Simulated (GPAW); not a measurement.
BN: dielectric tensor with RPBE

The system is BN.

```
N B
1.0
     2.50804    0.00000    0.00000
    -1.24671    2.17623    0.00000
    -0.63067   -1.08812    3.02254
N B
1 1
Direct
  0.66851 0.33238 0.98500
  0.97964 0.98350 0.00181
```

The cell comes from a database or a generator and needn't be the stable form of this composition.

```json
{
 "Program": "GPAW 26.7.0",
 "Task": "dielectric tensor",
 "Functional": "RPBE",
 "Potentials or basis": "the program's PAW data sets (release 1.2.1) made for this functional",
 "Cutoff": "650 eV",
 "Basis": "pw",
 "k mesh": "10 × 10 × 7",
 "Occupations": "fermi-dirac, width 0.001 eV",
 "Spin": "no spin polarisation",
 "Response ecut": "80 eV",
 "Maxiter": "150",
 "Response k mesh": "12 × 12 × 8",
 "Response bands": "24",
 "Kernels": "[\"RPA\"]",
 "Coarser k mesh": "12 × 12 × 8"
}
```

The band gap on the k mesh is 3.04 eV, indirect (least direct gap 4.67 eV) and the electronic dielectric tensor (diagonal) is 4.73, 5.18, 2.84.

Electronic dielectric tensor:
```
 4.73 -0.21  0.03
-0.21  5.18 -0.02
 0.03 -0.02  2.84
```

Wall time 2.2 min on 1 thread of AMD EPYC 7B13 (Zen 3) (shared host), peak memory 0.58 GiB.

Caveat: the long-wavelength limit can be off by a per cent or two. A k mesh can miss the band edges.
